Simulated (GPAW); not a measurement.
Write an ASE script for GPAW 26.7.0 that does the following.

- Task: equation of state
- Functional: PW91
- Potentials or basis: PAW data sets generated in the run's folder for this functional
- Cutoff: 600 eV
- Basis: pw
- k mesh: 7 × 7 × 7
- Occupations: fermi-dirac, width 0.05 eV
- Spin: no spin polarisation
- Maxiter: 150
- Eos scales: [0.94, 0.96, 0.98, 1.0, 1.02, 1.04, 1.06]

Crystal: ZnS.

```xyz
2
Lattice="0.0000 2.7020 2.7020 2.7020 0.0000 2.7020 2.7020 2.7020 0.0000" Properties=species:S:1:pos:R:3 pbc="T T T"
Zn    1.3510    1.3510    1.3510
S     0.0000    0.0000    0.0000
```

These files were run (other wordings do the same):

run.py

```python
from ase.eos import EquationOfState
from ase.io import Trajectory
from ase.spacegroup import crystal
from ase.units import GPa
from gpaw import GPAW, PW, setup_paths

setup_paths.insert(0, '.')

# Zn 4c
# S 4a
atoms = crystal(['Zn', 'S'],
                basis=[[0.25, 0.25, 0.25],
                       [0.0, 0.0, 0.0]],
                spacegroup=216, setting=1,  # F-43m
                cellpar=[5.404, 5.404, 5.404, 90.0, 90.0, 90.0],
                primitive_cell=True)

traj = Trajectory('eos.traj', 'w')
volumes, energies = [], []
for x in [0.94, 0.96, 0.98, 1.0, 1.02, 1.04, 1.06]:
    a = atoms.copy()
    a.set_cell(atoms.cell * x**(1 / 3), scale_atoms=True)
    calc = GPAW(mode=PW(600),
                xc='GGA_X_PW91+GGA_C_PW91',
                kpts={'size': (7, 7, 7), 'gamma': True},
                occupations={'name': 'fermi-dirac', 'width': 0.05},
                nbands=18,
                convergence={'density': 1e-05, 'energy': 1e-05},
                maxiter=150,
                txt=f'eos-{x:.2f}.txt')
    a.calc = calc
    energies.append(a.get_potential_energy(force_consistent=True))
    volumes.append(a.get_volume())
    p = -a.get_stress()[:3].mean() / GPa
    calc.write(f'eos-{x:.2f}.gpw')
    traj.write(a)
    print(f'{x:.2f} {volumes[-1]:10.4f} A^3 {energies[-1]:14.6f} eV {p:9.3f} GPa', flush=True)

v0, e0, B = EquationOfState(volumes, energies, eos='birchmurnaghan').fit()
print(f'V0 = {v0:.4f} A^3, E0 = {e0:.6f} eV, B0 = {B / GPa:.2f} GPa')
```

Potentials or basis: PAW data sets generated in the run's folder for this functional, pw.

Launch:

```console
$ gpaw-setup -f GGA_X_PW91+GGA_C_PW91 S Zn
$ OMP_NUM_THREADS=1 python run.py
```

Results of the run:

```json
{
  "Equilibrium volume": "20.08 Å³/atom",
  "Bulk modulus": "71 GPa",
  "Pressure derivative of the bulk modulus": "4.4"
}
```

Wall time 110 s on 1 thread of Intel(R) Xeon(R) Platinum 8259CL CPU @ 2.50GHz (Skylake/Cascade Lake), with other jobs on the host, peak memory 0.2 GiB.
